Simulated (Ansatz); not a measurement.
Write the native input for Ansatz 0.2.0 that does the following.

- Task: band structure
- Functional: PBEsol
- Potentials or basis: Ansatz PAW
- Cutoff: 420 eV (not typed: the program's choice for these potentials)
- k mesh: 6 × 6 × 6
- Occupations: fermi-dirac, width 0.05 eV
- Spin: spin-orbit coupling, no magnetisation
- Path: [["G", "X", "M", "G", "R", "X"], ["M", "R"]]
- Points for each segment of the path: 14

The system is InPd.

```
In Pd
1.0
     3.27188    0.00000    0.00000
     0.00000    3.27188    0.00000
     0.00000    0.00000    3.27188
In Pd
1 1
Direct
  0.00000 0.00000 0.00000
  0.50000 0.50000 0.50000
```

The cell comes from a database or a generator and needn't be the stable form of this composition.

One way to write it, as run:

input.yaml

```yaml
crystal:
  lattice:
    - [3.27188478, 0.0, 0.0]
    - [0.0, 3.27188478, 0.0]
    - [0.0, 0.0, 3.27188478]
  atoms:
    - { symbol: In, position: [0.0, 0.0, 0.0] }
    - { symbol: Pd, position: [0.5, 0.5, 0.5] }
hamiltonian:
  xc: pbesol
  pseudopotentials: { kind: paw_fr }
magnetization:
  noncollinear: true
  spin_orbit: true
kpoints:
  mp_grid: { grid: [6, 6, 6] }
  band_path:
    path:
      - [[0.0, 0.0, 0.0], [0.0, 0.5, 0.0], [0.5, 0.5, 0.0], [0.0, 0.0, 0.0], [0.5, 0.5, 0.5], [0.0, 0.5, 0.0]]
      - [[0.5, 0.5, 0.0], [0.5, 0.5, 0.5]]
    npoints: 14
scf:
  occupations: { method: fermi_dirac, width: 0.05 }
  n_extra_bands: 6
output:
  forces: true
  stress: true
  eigenvalues: true
  fatbands: true
```

Potentials or basis: Ansatz PAW.

Launch:

```console
$ ansatz run input.yaml --threads 2 --pin off --max-ram 5632MiB --backend cpu --events-out ev --progress --plain --runs-dir out
```

Results of the run:

```json
{"Pressure": "-2.8 GPa", "Band gap on the k mesh": "none (metal or under the smearing width)"}
```

Caveat: the PAW data sets come from PBE, with cores solved anew for the run's functional, which leaves a small shift of forces and pressure.

Wall time 16 s on 2 threads of Arm Neoverse V2 (shared host), peak memory 0.44 GiB.
